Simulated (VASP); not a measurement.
# AlRu (Pm-3m) in VASP: a series of runs

The runs below take AlRu through relaxation of cell and atoms, with revPBE, BLYP, PBE, LDA, PBEsol.

Program: VASP 6.6.1. These are calculated values, not measurements. Logs are shortened: lines on timing, memory, paths and dates and some standing lists are left out, and cuts for length are marked.

### Step 1. The structure

The structure is cubic, space group Pm-3m (No. 221). The conventional cell has a = 2.992 Å, b = 2.992 Å, c = 2.992 Å, α = 90.00°, β = 90.00°, γ = 90.00°. Ru (site symmetry m-3m) is surrounded by 8 Al at 2.59 Å. Al (site symmetry m-3m) is surrounded by 8 Ru at 2.59 Å.

### Step 2. Relaxation of cell and atoms, revPBE

Contents of INCAR:

```
PREC     = Accurate       # precision mode
ENCUT    = 600            # plane-wave cutoff, eV
EDIFF    = 1E-6           # SCF threshold, eV
ISMEAR   = -1             # smearing method
SIGMA    = 0.05           # smearing width, eV
LREAL    = False          # projectors in reciprocal space
LASPH    = True           # aspherical terms in the spheres
NELM     = 80             # most SCF steps
ALGO     = Fast           # electronic algorithm
ISIF     = 3              # what is computed and relaxed
LWAVE    = False          # write WAVECAR
LCHARG   = False          # write CHGCAR
GGA      = RE             # functional
IBRION   = 2              # ionic algorithm
NSW      = 40             # ionic steps
EDIFFG   = -0.01          # ionic threshold
```

Contents of KPOINTS:

```
Automatic mesh
0
Gamma
  9 9 9
```

Contents of POSCAR:

```
AlRu
1.0
    2.9916000000      0.0000000000      0.0000000000
    0.0000000000      2.9916000000      0.0000000000
    0.0000000000      0.0000000000      2.9916000000
Ru Al
1 1
Direct
    0.5000000000      0.5000000000      0.5000000000
    0.0000000000      0.0000000000      0.0000000000
```

Potentials or basis: VASP PAW PBE potentials, release 64 (Ru_pv, Al).

Run with:

```
$ cat potpaw_PBE.64/Ru_pv/POTCAR potpaw_PBE.64/Al/POTCAR > POTCAR
$ mpirun -np 1 vasp_std > vasp.out
```

OUTCAR:

```text
PREC = Accurate
   ENCUT = 600
   EDIFF = 1E-6
   ISMEAR = -1
   LREAL = False
   LASPH = True
   NELM = 80
   ISIF = 3
   GGA = RE
   IBRION = 2
   NSW = 40
   EDIFFG = -0.01

 ion  position               nearest neighbor table
   1  0.500  0.500  0.500-   2 2.59   2 2.59   2 2.59   2 2.59   2 2.59   2 2.59   2 2.59   2 2.59

   2  0.000  0.000  0.000-   1 2.59   1 2.59   1 2.59   1 2.59   1 2.59   1 2.59   1 2.59   1 2.59

  LATTYP: Found a simple cubic cell.
 ALAT       =     2.9916000000

  Lattice vectors:

 A1 = (   2.9916000000,   0.0000000000,   0.0000000000)
 A2 = (   0.0000000000,   2.9916000000,   0.0000000000)
 A3 = (   0.0000000000,   0.0000000000,   2.9916000000)

Analysis of symmetry for initial positions (statically):
=====================================================================
 Subroutine PRICEL returns:
 Original cell was already a primitive cell.

 Routine SETGRP: Setting up the symmetry group for a
 simple cubic supercell.

 Subroutine GETGRP returns: Found 48 space group operations
 (whereof 48 operations were pure point group operations)
 out of a pool of 48 trial point group operations.

The static configuration has the point symmetry O_h .

Analysis of symmetry for dynamics (positions and initial velocities):
=====================================================================
 Subroutine PRICEL returns:
 Original cell was already a primitive cell.

 Routine SETGRP: Setting up the symmetry group for a
 simple cubic supercell.

 Subroutine GETGRP returns: Found 48 space group operations
 (whereof 48 operations were pure point group operations)
 out of a pool of 48 trial point group operations.

The dynamic configuration has the point symmetry O_h .

 Subroutine INISYM returns: Found 48 space group operations
 (whereof 48 operations are pure point group operations),
 and found     1 'primitive' translations

----------------------------------------------------------------------------------------

                                     Primitive cell

  volume of cell :      26.7738

  direct lattice vectors                    reciprocal lattice vectors
     2.991600000  0.000000000  0.000000000     0.334269287  0.000000000  0.000000000
     0.000000000  2.991600000  0.000000000     0.000000000  0.334269287  0.000000000
     0.000000000  0.000000000  2.991600000     0.000000000  0.000000000  0.334269287

  length of vectors
     2.991600000  2.991600000  2.991600000     0.334269287  0.334269287  0.334269287

  position of ions in fractional coordinates (direct lattice)
     0.500000000  0.500000000  0.500000000
     0.000000000  0.000000000  0.000000000

  ion indices of the primitive-cell ions
   primitive index   ion index
                 1           1
                 2           2

----------------------------------------------------------------------------------------

 KPOINTS: Automatic mesh

Automatic generation of k-mesh.
 Grid dimensions read from file:
 generate k-points for:    9    9    9

 Generating k-lattice:

  Cartesian coordinates                     Fractional coordinates (reciprocal lattice)
     0.037141032  0.000000000  0.000000000     0.111111111  0.000000000  0.000000000
     0.000000000  0.037141032  0.000000000     0.000000000  0.111111111  0.000000000
     0.000000000  0.000000000  0.037141032     0.000000000  0.000000000  0.111111111

  Length of vectors
     0.037141032  0.037141032  0.037141032

  Shift w.r.t. Gamma in fractional coordinates (k-lattice)
     0.000000000  0.000000000  0.000000000

 Subroutine IBZKPT returns following result:
 ===========================================

 Found     35 irreducible k-points:

 Following reciprocal coordinates:
            Coordinates               Weight
  0.000000  0.000000  0.000000      1.000000
  0.111111  0.000000  0.000000      6.000000
  0.222222  0.000000  0.000000      6.000000
  0.333333  0.000000  0.000000      6.000000
  0.444444  0.000000  0.000000      6.000000
  0.111111  0.111111  0.000000     12.000000
[... 16 lines left out ...]
  0.333333  0.333333  0.111111     24.000000
  0.444444  0.333333  0.111111     48.000000
 [... further k-points ...]
   k-points           NKPTS =     35   k-points in BZ     NKDIM =     35   number of bands    NBANDS=     12
   number of dos      NEDOS =    301   number of ions     NIONS =      2
   total plane-waves  NPLWV =  13824
   dimension x,y,z NGX =    24 NGY =   24 NGZ =   24
   dimension x,y,z NGXF=    48 NGYF=   48 NGZF=   48
   ions per type =               1   1
   NGX,Y,Z   is equivalent  to a cutoff of  13.34, 13.34, 13.34 a.u.
   NGXF,Y,Z  is equivalent  to a cutoff of  26.67, 26.67, 26.67 a.u.
 SYSTEM =  unknown system
   PREC   = accura    normal or accurate (medium, high low for compatibility)
   ISTART =      0    job   : 0-new  1-cont  2-samecut
   ICHARG =      2    charge: 1-file 2-atom 10-const
   ISPIN  =      1    spin polarized calculation?
   LNONCOLLINEAR =      F non collinear calculations
   LSORBIT =      F    spin-orbit coupling
   LASPH  =      T    aspherical Exc in radial PAW
   ENCUT  =  600.0 eV  44.10 Ry    6.64 a.u.   5.97  5.97  5.97*2*pi/ulx,y,z
   NELM   =     80;   NELMIN=  2; NELMDL= -5     # of ELM steps
   EDIFF  = 0.1E-05   stopping-criterion for ELM
   LREAL  =      F    real-space projection
   EDIFFG = -.1E-01   stopping-criterion for IOM
   NSW    =     40    number of steps for IOM
   IBRION =      2    ionic relax: 0-MD 1-quasi-New 2-CG
   NFREE  =      1    steps in history (QN), initial steepest desc. (CG)
   ISIF   =      3    stress and relaxation
   ISYM   =      2    0-nonsym 1-usesym 2-fastsym
   POTIM  = 0.5000    time-step for ionic-motion
   TEBEG  =    0.0;   TEEND  =   0.0 temperature during run
   PSTRESS=    0.0 pullay stress
   NELECT =      17.0000    total number of electrons
   NUPDOWN=      -1.0000    fix difference up-down
   EMIN   =  10.00;   EMAX   =-10.00  energy-range for DOS
   EFERMI =   0.00;   METHOD = LEGACY
   ISMEAR =    -1;   SIGMA  =   0.05  broadening in eV -4-tet -1-fermi 0-gaus
   EFERMI_NEDOS =   21; number of points for ismear=-14 and -15
   IALGO  =     68    algorithm
   IMIX   =      4    mixing-type and parameters
     AMIX     =   0.40;   BMIX     =  1.00
     AMIX_MAG =   1.60;   BMIX_MAG =  1.00
  volume/ion in A,a.u.               =      13.39        90.34
  Fermi-wavevector in a.u.,A,eV,Ry     =   1.407087  2.659009 26.938090  1.979894
  Thomas-Fermi vector in A             =   2.529382
   LORBIT       =      0    0 simple, 1 ext, 2 COOP (PROOUT), +10 PAW based schemes
   GGA     = RE    functional components
   LHFCALC =     F    Hartree Fock is set to
   AEXX    =    0.0000 exact exchange contribution
   IVDW    =     0    specifies the selected vdW correction
   LEPSILON=     F    determine dielectric tensor
   LRPA    =     F    only Hartree local field effects (RPA)
 conjugate gradient relaxation of ions
 non-spin polarized calculation
 RMM-DIIS sequential band-by-band and
  energy-cutoff  :      600.00
  volume of cell :       26.77
 maximum number of plane-waves:       922
 NGX is ok and might be reduce to    24
   NGX = 11   NGY = 11   NGZ = 11

--------------------------------------- Ionic step        1  -------------------------------------------

 number of electron      16.9999995 magnetization

 Free energy of the ion-electron system (eV)
  ---------------------------------------------------
  ext. energy  EPLUGINS =         0.00000000
  ---------------------------------------------------
  free energy    TOTEN  =       -13.54795072 eV

  energy without entropy =      -13.53246683  energy(sigma->0) =      -13.54020877

------------------------ aborting loop because EDIFF is reached ----------------------------------------

  FORCE on cell =-STRESS in cart. coord.  units (eV):
  Direction    XX          YY          ZZ          XY          YZ          ZX
  --------------------------------------------------------------------------------------
  -------------------------------------------------------------------------------------
  Total        0.8122884      0.8122884      0.8122884     -0.0000000     -0.0000000      0.0000000
  in kB       48.6082799     48.6082799     48.6082799     -0.0000000     -0.0000000      0.0000000
  external PRESSURE =      48.6082799 kB  Pullay stress =       0.0000000 kB
[... 21 lines left out ...]
  energy  without entropy=      -13.5324668260  energy(sigma->0) =      -13.54020877

--------------------------------------- Ionic step        2  -------------------------------------------

 number of electron      17.0000005 magnetization

 E-fermi :   9.9076     XC(G=0): -12.2196

 val. band max:        9.9063479456   @ k =   0.4444   0.1111   0.1111
 cond. band min:       9.9665886847   @ k =   0.1111   0.1111   0.0000
 fundamental gap:      0.0602407390
 Fermi energy:         9.9075848637

 k-point     1 :       0.0000    0.0000    0.0000
  band No.  band energies     occupation
      1     -31.7956      2.00000
      2     -31.7956      2.00000
      3     -31.7956      2.00000
      4       0.6601      2.00000
      5       6.7164      2.00000
      6       6.7164      2.00000
      7      10.1212      0.02753
      8      10.1212      0.02753
      9      10.1212      0.02753
     10      15.8118      0.00000
     11      15.8118      0.00000
     12      15.8118      0.00000
[... 414 lines left out ...]
  energy  without entropy=      -13.5417814905  energy(sigma->0) =      -13.54979854

--------------------------------------- Ionic step        4  -------------------------------------------

 number of electron      16.9999998 magnetization

 Free energy of the ion-electron system (eV)
  ---------------------------------------------------
  ext. energy  EPLUGINS =         0.00000000
  ---------------------------------------------------
  free energy    TOTEN  =       -13.55781830 eV

  energy without entropy =      -13.54179823  energy(sigma->0) =      -13.54980827

 E-fermi :  10.3706     XC(G=0): -12.3943

 val. band max:       10.3693053230   @ k =   0.4444   0.1111   0.1111
 cond. band min:      10.4339019856   @ k =   0.1111   0.1111   0.0000
 fundamental gap:      0.0645966625
 Fermi energy:        10.3705700045

 k-point     1 :       0.0000    0.0000    0.0000
  band No.  band energies     occupation
      1     -31.3388      2.00000
      2     -31.3388      2.00000
      3     -31.3388      2.00000
      4       0.9291      2.00000
      5       7.0065      2.00000
      6       7.0065      2.00000
      7      10.5984      0.02077
      8      10.5984      0.02077
      9      10.5984      0.02077
     10      16.4418      0.00000
     11      16.4418      0.00000
     12      16.4418      0.00000
[... 374 lines left out ...]
  FREE ENERGIE OF THE ION-ELECTRON SYSTEM (eV)
  ---------------------------------------------------
  free  energy   TOTEN  =       -13.5578183039 eV

  energy  without entropy=      -13.5417982285  energy(sigma->0) =      -13.54980827

 reached required accuracy - stopping structural energy minimisation
```

Wall time 39 s (1 thread of Intel Xeon Platinum 8375C at 2.90GHz (Ice Lake), shared host); peak memory 0.15 GiB.

What came out:

```
Free energy                            : -13.5578 eV
Relaxed volume                         : 13.71 Å³/atom
Relaxed cell                           : a = 3.015 Å, b = 3.015 Å, c = 3.015 Å, α = 90.00°, β = 90.00°, γ = 90.00°
Space group after relaxing (to 0.05 Å) : Pm-3m (No. 221)
Energy gained by relaxing              : 4.9 meV/atom
Ionic steps                            : 4
Pressure after relaxing                : 0.0 GPa
Band gap on the k mesh                 : none (metal or under the smearing width)
```

Step by step:
```
step  energy change (eV)  largest force (eV/Å)  pressure (GPa)  volume (Å³)
   1              0.0000                0.0000            4.86        26.77
   2              0.0094                0.0000           -6.38        28.38
   3             -0.0099                0.0000           -0.12        27.44
   4             -0.0099                0.0000            0.01        27.42
```

Final structure:
```cif
data_structure
_symmetry_space_group_name_H-M 'P 1'
_symmetry_Int_Tables_number 1
_cell_length_a 3.0154
_cell_length_b 3.0154
_cell_length_c 3.0154
_cell_angle_alpha 90.000
_cell_angle_beta 90.000
_cell_angle_gamma 90.000
_cell_volume 27.42
loop_
_atom_site_label
_atom_site_type_symbol
_atom_site_fract_x
_atom_site_fract_y
_atom_site_fract_z
_atom_site_occupancy
Ru1 Ru 0.50000 0.50000 0.50000 1
Al1 Al 0.00000 0.00000 0.00000 1
```

Caveat: the PAW data sets were made with another functional, which shifts forces and pressure a little. revPBE gives volumes clearly too large for solids.

[end of part 1 of 2]
